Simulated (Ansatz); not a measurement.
**Lu: relaxation of cell and atoms with r2SCAN+rVV10**

Crystal: Lu.

```xyz
1
Lattice="-1.9541 1.9541 1.9541 1.9541 -1.9541 1.9541 1.9541 1.9541 -1.9541" Properties=species:S:1:pos:R:3 pbc="T T T"
Lu    0.0000    0.0000    0.0000
```

This isn't the form of Lu at room conditions, which is hcp.

```json
{
 "Program": "Ansatz 0.2.0",
 "Task": "relaxation of cell and atoms",
 "Functional": "r2SCAN",
 "Dispersion": "rVV10",
 "Potentials or basis": "Ansatz PAW",
 "Cutoff": "500 eV (not typed: the program's choice for these potentials)",
 "k mesh": "10 × 10 × 10",
 "Occupations": "fermi-dirac, width 0.05 eV",
 "Spin": "no spin polarisation"
}
```

The relaxed volume is 28.97 Å³/atom and the relaxed cell is a = 3.351 Å, b = 3.351 Å, c = 3.351 Å, α = 109.47°, β = 109.47°, γ = 109.47°. The space group after relaxing (to 0.05 Å) is Im-3m (No. 229) and the energy gained by relaxing is 3.8 meV/atom. The ionic steps are 3, the pressure after relaxing is 0.0 GPa and the band gap on the k mesh is none (metal or under the smearing width).

Step by step:
```tsv
step	energy change (eV)	largest force (eV/Å)	volume (Å³)
1	0.0000	0.0000	29.85
2	-0.0040	0.0000	28.97
3	-0.0038	0.0000	28.97
```

Final structure:
```cif
data_structure
_symmetry_space_group_name_H-M 'P 1'
_symmetry_Int_Tables_number 1
_cell_length_a 3.3512
_cell_length_b 3.3512
_cell_length_c 3.3512
_cell_angle_alpha 109.471
_cell_angle_beta 109.471
_cell_angle_gamma 109.471
_cell_volume 28.97
loop_
_atom_site_label
_atom_site_type_symbol
_atom_site_fract_x
_atom_site_fract_y
_atom_site_fract_z
_atom_site_occupancy
Lu1 Lu 0.00000 0.00000 0.00000 1
```

Levels at points of the mesh, in eV from the Fermi level:
| k point | band 9 | band 10 | band 11 | band 12 | band 13 | band 14 | band 15 | band 16 |
| --- | --- | --- | --- | --- | --- | --- | --- | --- |
| (0.00, 0.00, 0.00) | -5.09 | -5.09 | -5.09 | -5.07 | 2.48 | 2.48 | 2.48 | 4.67 |
| (0.00, 0.00, -0.50) | -5.10 | -5.10 | -5.08 | -2.58 | 0.34 | 0.58 | 4.52 | 5.48 |
| (-0.50, -0.50, -0.50) | -5.08 | -5.08 | -5.08 | -1.65 | -1.65 | 6.07 | 6.07 | 6.07 |

Wall time 7.8 s on 2 threads of Intel(R) Xeon(R) Platinum 8488C (Sapphire Rapids) (shared host), peak memory 0.52 GiB.

Caveat: the plane-wave basis is chosen anew once the cell has moved, so the energies of steps on either side of that aren't comparable; the PAW data sets come from PBE, with cores solved anew for the run's functional, which leaves a small shift of forces and pressure. Spin-orbit coupling is left out, which matters for the levels of Lu.
